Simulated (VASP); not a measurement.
# BaS: the band gap, functional by functional

Aim: the gap of BaS on one structure at many levels of theory. The starting structure is a measured crystal structure from the Crystallography Open Database. Cell and atoms stay as given. Meshes and data sets differ where the inputs say so.

Method: Kohn-Sham DFT with plane waves and PAW; 9 levels of theory, named at each step, in VASP 6.6.1.

## 1. The structure

The structure is cubic, space group Fm-3m (No. 225). Conventional cell: a = 6.388 Å, b = 6.388 Å, c = 6.388 Å, α = 90.00°, β = 90.00°, γ = 90.00°. Nearest to Ba lie 6 S at 3.19 Å. S has 6 Ba at 3.19 Å nearest. Farther neighbours and most contacts between anions are not listed.

Coordinates:

```
Ba S
1.0
     0.00000    3.19375    3.19375
     3.19375    0.00000    3.19375
     3.19375    3.19375    0.00000
Ba S
1 1
Direct
  0.00000 0.00000 0.00000
  0.50000 0.50000 0.50000
```

## 2. Bands with LDA

LDA, the lowest rung, knows the local density alone.

The input, INCAR:

```
SYSTEM = BaS
PREC = Accurate
ENCUT = 350
EDIFF = 1E-06
NELM = 100
ISMEAR = 0
SIGMA = 0.03
LREAL = .FALSE.
ALGO = Normal
GGA = CA
NBANDS = 20
LORBIT = 11
LWAVE = .FALSE.
LCHARG = .FALSE.
KPAR = 4
LASPH = .TRUE.
```

The input, POSCAR:

```
BaS
1.0
    0.0000000000      3.1937500000      3.1937500000
    3.1937500000      0.0000000000      3.1937500000
    3.1937500000      3.1937500000      0.0000000000
Ba S
1 1
Direct
    0.0000000000      0.0000000000      0.0000000000
    0.5000000000      0.5000000000      0.5000000000
```

The input, KPOINTS:

```
Automatic mesh
0
Gamma
6 6 6
0 0 0
```

The input, KPOINTS_OPT:

```
Line mode
10
Line-mode
Reciprocal
  0.00000000   0.00000000   0.00000000 GAMMA
  0.50000000   0.00000000   0.50000000 X

  0.50000000   0.00000000   0.50000000 X
  0.50000000   0.25000000   0.75000000 W

  0.50000000   0.25000000   0.75000000 W
  0.37500000   0.37500000   0.75000000 K

  0.37500000   0.37500000   0.75000000 K
  0.00000000   0.00000000   0.00000000 GAMMA

  0.00000000   0.00000000   0.00000000 GAMMA
  0.50000000   0.50000000   0.50000000 L

  0.50000000   0.50000000   0.50000000 L
  0.62500000   0.25000000   0.62500000 U

  0.62500000   0.25000000   0.62500000 U
  0.50000000   0.25000000   0.75000000 W

  0.50000000   0.25000000   0.75000000 W
  0.50000000   0.50000000   0.50000000 L

  0.50000000   0.50000000   0.50000000 L
  0.37500000   0.37500000   0.75000000 K

  0.62500000   0.25000000   0.62500000 U
  0.50000000   0.00000000   0.50000000 X
```

PAW data sets: Ba_sv and S (LDA family, release 64).

Run with:

```sh
$ mpirun -np 4 vasp_std
```

The log of the run:

```text
[banner, memory and clock lines left out]
running    4 mpi-ranks, on    1 nodes
 distrk:  each k-point on    1 cores,    4 groups
 distr:  one band on    1 cores,    1 groups

 POSCAR found type information on POSCAR BaS
 POSCAR found :  2 types and       2 ions
 LDA part: xc-table for (Slater(with rela. corr.)+CA(PZ))
 , standard interpolation
 POSCAR, INCAR and KPOINTS ok, starting setup
 FFT: planning ... GRIDC
 FFT: planning ... GRID_SOFT
 FFT: planning ... GRID
 WAVECAR not read
 entering main loop
       N       E                     dE             d eps       ncg     rms          rms(c)
DAV:   1     0.590840103961E+02    0.59084E+02   -0.51427E+03   640   0.508E+02
DAV:   2    -0.840397774794E+01   -0.67488E+02   -0.61874E+02   856   0.125E+02
DAV:   3    -0.116302120676E+02   -0.32262E+01   -0.31996E+01   812   0.254E+01
DAV:   4    -0.116857619209E+02   -0.55550E-01   -0.55528E-01   844   0.337E+00
DAV:   5    -0.116870320874E+02   -0.12702E-02   -0.12701E-02   796   0.418E-01    0.483E+00
DAV:   6    -0.111873385709E+02    0.49969E+00   -0.38611E-01   724   0.364E+00    0.338E+00
DAV:   7    -0.111650685203E+02    0.22270E-01   -0.11323E-01   848   0.153E+00    0.189E+00
DAV:   8    -0.111609205122E+02    0.41480E-02   -0.19112E-02   708   0.637E-01    0.348E-01
DAV:   9    -0.111595931607E+02    0.13274E-02   -0.22638E-03   724   0.248E-01    0.125E-01
DAV:  10    -0.111597825482E+02   -0.18939E-03   -0.22348E-04   748   0.909E-02    0.347E-02
DAV:  11    -0.111597389186E+02    0.43630E-04   -0.65561E-05   744   0.463E-02    0.631E-03
DAV:  12    -0.111597400938E+02   -0.11752E-05   -0.96107E-06   756   0.134E-02    0.102E-02
DAV:  13    -0.111597399631E+02    0.13071E-06   -0.19872E-07   456   0.213E-03
   1 F= -.11159740E+02 E0= -.11159740E+02  d E =-.105690E-15
 Start KPOINTS_OPT (optional k-point list driver)
k-point batch [1-16\100]
       N       E                     dE             ncg
DAV:   1    -0.912125653697E+03   -0.55172E+04      640
DAV:   2    -0.190817032565E+04   -0.99604E+03      812
DAV:   3    -0.195493225179E+04   -0.46762E+02      864
DAV:   4    -0.195591058517E+04   -0.97833E+00      768
DAV:   5    -0.195592991077E+04   -0.19326E-01      856
DAV:   6    -0.195593049184E+04   -0.58107E-03      804
DAV:   7    -0.195593051384E+04   -0.22000E-04      788
DAV:   8    -0.195593051472E+04   -0.87728E-06      536
[...]
k-point batch [97-100\100]
       N       E                     dE             ncg
DAV:   1     0.466453386265E+04   -0.19891E+04      160
DAV:   2     0.443236813624E+04   -0.23217E+03      216
DAV:   3     0.442224922123E+04   -0.10119E+02      188
DAV:   4     0.442202810191E+04   -0.22112E+00      216
DAV:   5     0.442202242255E+04   -0.56794E-02      192
DAV:   6     0.442202223182E+04   -0.19073E-03      208
DAV:   7     0.442202222472E+04   -0.70941E-05      200
DAV:   8     0.442202222444E+04   -0.28167E-06      160
```

Wall time 11 s (4 MPI ranks of Intel Xeon Platinum 8259CL at 2.50GHz (Skylake/Cascade Lake), shared host); peak memory 0.55 GiB; 43 s of CPU time.

The logs omit lines about the potential files and the build; timing stands in the text.

Parts of OUTCAR (step 2):

```text
ion  position               nearest neighbor table
   1  0.000  0.000  0.000-   2 3.19   2 3.19   2 3.19   2 3.19   2 3.19   2 3.19
   2  0.500  0.500  0.500-   1 3.19   1 3.19   1 3.19   1 3.19   1 3.19   1 3.19

  LATTYP: Found a face centered cubic cell.
 ALAT       =     6.3875000000

 Subroutine GETGRP returns: Found 48 space group operations
 (whereof 48 operations were pure point group operations)

The static configuration has the point symmetry O_h .

 Found     16 irreducible k-points:

   k-points           NKPTS =     16   k-points in BZ     NKDIM =     16   number of bands    NBANDS=     20

   dimension x,y,z NGX =    28 NGY =   28 NGZ =   28
   dimension x,y,z NGXF=    56 NGYF=   56 NGZF=   56

   ENCUT  =  350.0 eV  25.72 Ry    5.07 a.u.   6.89  6.89  6.89*2*pi/ulx,y,z

   NELECT =      16.0000    total number of electrons

 k-points in reciprocal lattice and weights: Automatic mesh
   0.00000000  0.00000000  0.00000000       0.005
   0.16666667  0.00000000  0.00000000       0.037
   0.33333333  0.00000000  0.00000000       0.037
   0.50000000  0.00000000  0.00000000       0.019
   0.16666667  0.16666667  0.00000000       0.028
   0.33333333  0.16666667  0.00000000       0.111
   0.50000000  0.16666667  0.00000000       0.111
  -0.33333333  0.16666667  0.00000000       0.111
  -0.16666667  0.16666667  0.00000000       0.056
[...]
-0.33333333  0.33333333  0.16666667       0.111
  -0.33333333  0.50000000  0.16666667       0.056

 average (electrostatic) potential at core
       1 -36.0840       2 -88.3770

 E-fermi :   1.4011

 k-point     1 :       0.0000    0.0000    0.0000
  band No.  band energies     occupation
    ...
      4      -9.8326      2.00000
      5      -9.0744      2.00000
      6       1.2411      2.00000
      7       1.2411      2.00000
      8       1.2411      2.00000
      9       4.5524      0.00000
     10       4.9417      0.00000
     11       4.9417      0.00000
     12       4.9417      0.00000
     13       5.9264      0.00000
    ...

 k-point     2 :       0.1667    0.0000    0.0000
  band No.  band energies     occupation
    ...
      4      -9.8431      2.00000
      5      -8.5849      2.00000
      6       0.5476      2.00000
      7       0.8856      2.00000
      8       0.8856      2.00000
      9       4.9621      0.00000
     10       5.3556      0.00000
     11       5.3556      0.00000
     12       5.5753      0.00000
     13       6.7161      0.00000
    ...

 k-point     3 :       0.3333    0.0000    0.0000
  band No.  band energies     occupation
    ...
      4      -9.8636      2.00000
      5      -8.0244      2.00000
      6      -0.3990      2.00000
      7       0.3452      2.00000
      8       0.3452      2.00000
      9       5.5211      0.00000
     10       6.4557      0.00000
     11       6.4557      0.00000
     12       7.0526      0.00000
     13       8.4815      0.00000
    ...

  Total       -0.7454446     -0.7454446     -0.7454446      0.0000000      0.0000000      0.0000000
  in kB      -18.3312974    -18.3312974    -18.3312974      0.0000000      0.0000000      0.0000000
  external PRESSURE =     -18.3312974 kB  Pullay stress =       0.0000000 kB

  energy-cutoff  :      350.00
  volume of cell :       65.15
      direct lattice vectors                 reciprocal lattice vectors
     0.000000000  3.193750000  3.193750000    -0.156555773  0.156555773  0.156555773
     3.193750000  0.000000000  3.193750000     0.156555773 -0.156555773  0.156555773
     3.193750000  3.193750000  0.000000000     0.156555773  0.156555773 -0.156555773

 POSITION                                       TOTAL-FORCE (eV/Angst)
 -----------------------------------------------------------------------------------
      0.00000      0.00000      0.00000         0.000000      0.000000      0.000000
      3.19375      3.19375      3.19375         0.000000     -0.000000     -0.000000
 -----------------------------------------------------------------------------------
    total drift:                                0.000000      0.000000      0.000000

  FREE ENERGIE OF THE ION-ELECTRON SYSTEM (eV)
  ---------------------------------------------------
  free  energy   TOTEN  =       -11.1597399631 eV

  energy  without entropy=      -11.1597399631  energy(sigma->0) =      -11.15973996

 total charge
# of ion       s       p       d       tot
------------------------------------------
    1        2.010   5.604   0.286   7.900
    2        1.322   2.405   0.000   3.727
--------------------------------------------------
tot          3.332   8.009   0.286  11.627

[... 3 further parts left out ...]
```

LDA gives a least gap of 1.902 eV, and a least direct gap of 2.042 eV.

## 3. Bands with PBE

PBE, the usual starting point, adds the gradient of the density.

INCAR, as its differences from that of step 2:

```diff
@@ -9,3 +9,3 @@
 ALGO = Normal
-GGA = CA
+GGA = PE
 NBANDS = 20
```

POSCAR is that of step 2.

KPOINTS is that of step 2.

KPOINTS_OPT is that of step 2.

Potentials, in the order of the species: Ba_sv and S (PBE family, release 64).

Run with:

```sh
$ mpirun -np 4 vasp_std
```

The log of the run:

```text
[banner, memory and clock lines left out]
running    4 mpi-ranks, on    1 nodes
[...]
LDA part: xc-table for (Slater+PW92), standard interpolation
 POSCAR, INCAR and KPOINTS ok, starting setup
[...]
entering main loop
       N       E                     dE             d eps       ncg     rms          rms(c)
DAV:   1     0.616487109997E+02    0.61649E+02   -0.50999E+03   640   0.505E+02
DAV:   2    -0.730921542584E+01   -0.68958E+02   -0.63079E+02   848   0.126E+02
DAV:   3    -0.106144187803E+02   -0.33052E+01   -0.32772E+01   820   0.259E+01
DAV:   4    -0.106642517985E+02   -0.49833E-01   -0.49817E-01   804   0.329E+00
[...]
DAV:  11    -0.101838854431E+02   -0.18870E-04   -0.42838E-05   808   0.313E-02    0.957E-03
DAV:  12    -0.101838868958E+02   -0.14527E-05   -0.40761E-06   712   0.972E-03    0.512E-03
DAV:  13    -0.101838864534E+02    0.44239E-06   -0.10210E-06   708   0.482E-03
   1 F= -.10183886E+02 E0= -.10183886E+02  d E =-.324593E-15
 Start KPOINTS_OPT (optional k-point list driver)
k-point batch [1-16\100]
       N       E                     dE             ncg
DAV:   1    -0.835678643637E+03   -0.54407E+04      640
DAV:   2    -0.186091617651E+04   -0.10252E+04      820
DAV:   3    -0.190792707922E+04   -0.47011E+02      856
DAV:   4    -0.190862318655E+04   -0.69611E+00      748
DAV:   5    -0.190863937722E+04   -0.16191E-01      832
DAV:   6    -0.190863983750E+04   -0.46028E-03      780
DAV:   7    -0.190863985210E+04   -0.14600E-04      796
DAV:   8    -0.190863985255E+04   -0.44661E-06      520
[...]
k-point batch [97-100\100]
       N       E                     dE             ncg
DAV:   1     0.468356686905E+04   -0.19700E+04      160
DAV:   2     0.444443253975E+04   -0.23913E+03      204
DAV:   3     0.443406648989E+04   -0.10366E+02      200
DAV:   4     0.443386426175E+04   -0.20223E+00      200
DAV:   5     0.443385866701E+04   -0.55947E-02      204
DAV:   6     0.443385850506E+04   -0.16195E-03      188
DAV:   7     0.443385849986E+04   -0.51938E-05      228
DAV:   8     0.443385849972E+04   -0.14823E-06      140
```

Wall time 12 s (4 MPI ranks); peak memory 0.61 GiB.

From OUTCAR (step 3):

```text
  Total        0.5865870      0.5865870      0.5865870      0.0000000      0.0000000      0.0000000
  in kB       14.4248162     14.4248162     14.4248162      0.0000000      0.0000000      0.0000000
  external PRESSURE =      14.4248162 kB  Pullay stress =       0.0000000 kB

 POSITION                                       TOTAL-FORCE (eV/Angst)
 -----------------------------------------------------------------------------------
      0.00000      0.00000      0.00000         0.000000      0.000000      0.000000
      3.19375      3.19375      3.19375        -0.000000      0.000000     -0.000000
 -----------------------------------------------------------------------------------
    total drift:                                0.000000      0.000000      0.000000

  FREE ENERGIE OF THE ION-ELECTRON SYSTEM (eV)
  ---------------------------------------------------
  free  energy   TOTEN  =       -10.1838864534 eV

  energy  without entropy=      -10.1838864534  energy(sigma->0) =      -10.18388645

[... 2 parts as in an earlier step ...]

[... 1 further part left out ...]
[key lines of the parts left out:]
E-fermi :   1.6112
```

PBE gives a least gap of 2.107 eV, and a least direct gap of 2.244 eV. The least gap is +0.205 eV from that of LDA.

## 4. Bands with r2SCAN

r2SCAN adds the kinetic-energy density, costs more than a GGA and is run with LASPH.

INCAR, as its differences from that of step 3:

```diff
@@ -9,3 +9,4 @@
 ALGO = Normal
-GGA = PE
+METAGGA = R2SCAN
+LASPH = .TRUE.
 NBANDS = 20
@@ -15,2 +16 @@
 KPAR = 4
-LASPH = .TRUE.
```

POSCAR is that of step 3.

KPOINTS is that of step 3.

KPOINTS_OPT is that of step 3.

Run with:

```sh
$ mpirun -np 4 vasp_std
```

The log of the run:

```text
[banner, memory and clock lines left out]
running    4 mpi-ranks, on    1 nodes
[...]
|                                                                             |
|               ----> ADVICE to this user running VASP <----                  |
|                                                                             |
|     You enforced a specific xc type in the INCAR file but a different       |
|     [... a line on the potential file left out ...]
|     I HOPE YOU KNOW WHAT YOU ARE DOING!                                     |
|                                                                             |

 LDA part: xc-table for (None), standard interpolation
 POSCAR, INCAR and KPOINTS ok, starting setup
[...]
entering main loop
       N       E                     dE             d eps       ncg     rms          rms(c)
DAV:   1     0.307273427243E+02    0.30727E+02   -0.52451E+03   640   0.521E+02
DAV:   2    -0.398840703999E+02   -0.70611E+02   -0.64367E+02   848   0.130E+02
[...]
DAV:  13    -0.391979985725E+02   -0.12707E-05   -0.69808E-06   716   0.133E-02    0.410E-03
DAV:  14    -0.391979983667E+02    0.20578E-06   -0.17335E-07   408   0.273E-03
   1 F= -.39197998E+02 E0= -.39197998E+02  d E =-.155431E-14
 Start KPOINTS_OPT (optional k-point list driver)
k-point batch [1-16\100]
       N       E                     dE             ncg
DAV:   1    -0.916474190489E+03   -0.55215E+04      640
DAV:   2    -0.198781407965E+04   -0.10713E+04      828
DAV:   3    -0.203560510989E+04   -0.47791E+02      856
DAV:   4    -0.203624334600E+04   -0.63824E+00      756
DAV:   5    -0.203625809869E+04   -0.14753E-01      848
DAV:   6    -0.203625851822E+04   -0.41953E-03      780
DAV:   7    -0.203625853165E+04   -0.13427E-04      824
DAV:   8    -0.203625853205E+04   -0.40748E-06      504
[...]
k-point batch [97-100\100]
       N       E                     dE             ncg
DAV:   1     0.466275442147E+04   -0.19908E+04      160
DAV:   2     0.441269030269E+04   -0.25006E+03      208
DAV:   3     0.440207745983E+04   -0.10613E+02      204
DAV:   4     0.440186585983E+04   -0.21160E+00      212
DAV:   5     0.440186145780E+04   -0.44020E-02      216
DAV:   6     0.440186133158E+04   -0.12621E-03      212
DAV:   7     0.440186132746E+04   -0.41235E-05      196
DAV:   8     0.440186132732E+04   -0.13274E-06      184
```

It took 45 s on 4 MPI ranks; peak memory 0.64 GiB.

From OUTCAR (step 4):

```text
  Total        0.5802291      0.5802291      0.5802291      0.0000000     -0.0000000     -0.0000000
  in kB       14.2684688     14.2684688     14.2684688      0.0000000     -0.0000000     -0.0000000
  external PRESSURE =      14.2684688 kB  Pullay stress =       0.0000000 kB

 POSITION                                       TOTAL-FORCE (eV/Angst)
 -----------------------------------------------------------------------------------
      0.00000      0.00000      0.00000         0.000000     -0.000000      0.000000
      3.19375      3.19375      3.19375        -0.000000      0.000000     -0.000000
 -----------------------------------------------------------------------------------
    total drift:                                0.000000      0.000000      0.000000

  FREE ENERGIE OF THE ION-ELECTRON SYSTEM (eV)
  ---------------------------------------------------
  free  energy   TOTEN  =       -39.1979983667 eV

  energy  without entropy=      -39.1979983667  energy(sigma->0) =      -39.19799837

[... 2 parts as in an earlier step ...]

[... 1 further part left out ...]
[key lines of the parts left out:]
E-fermi :   1.3721
```

The log as kept lacks single lines of electronic cycles.

r2SCAN gives a least gap of 2.463 eV, and a least direct gap of 2.598 eV. The least gap is +0.561 eV from that of LDA.

(Continued in part 2 of 3.)

[Lines on the potential files, build, host, timing and source positions are cut from VASP's logs without a mark.]

[Logs are printed without paths, hosts, clocks, repeated set-up lines and the standing remarks that a program may print on its own settings, such as how far it seeks lower states.]

[Hosts, paths, dates, database ids (printed as entryN), source tags and the programs' standing remarks are cut or masked in the printed files.]
